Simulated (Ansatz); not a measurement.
A plane-wave DFT run in Ansatz 0.2.0 (scalar-relativistic PAW potentials unless the input names others): input and command.

```yaml
crystal:
  lattice:
    - [4.043499, 0.0, 0.0]
    - [0.0, 4.043499, 0.0]
    - [0.0, 0.0, 4.225456455]
  atoms:
    - { symbol: K, position: [0.0, 0.0, 0.0] }
    - { symbol: Br, position: [0.5, 0.5, 0.5] }
basis:
  ecutwfc: 420
kpoints:
  mp_grid: { grid: [6, 6, 6] }
hamiltonian:
  xc: pbe
scf:
  occupations: { method: gaussian, width: 0.05 }
  mixing: { algorithm: broyden, beta: 1.5, ndim: 1, preconditioner: none }
  max_iter: 80
output:
  forces: true
  eigenvalues: true
  stress: true
```

```bash
ansatz run input.yaml --threads 1 --pin off --max-ram 1228MiB --backend cpu --events-out ev --progress --plain --runs-dir out
```

Question: What will the program do with this input?

Answer: The program refuses it, because of mixing far too strong (scf.mixing: not typed → {"algorithm": "broyden", "beta": 1.5, "ndim": 1, "preconditioner": "none"}). Without that key it is accepted.

Abridged log:
```
Error: invalid value for `scf.mixing.beta`: must be finite and in (0, 1]; got 1.5
```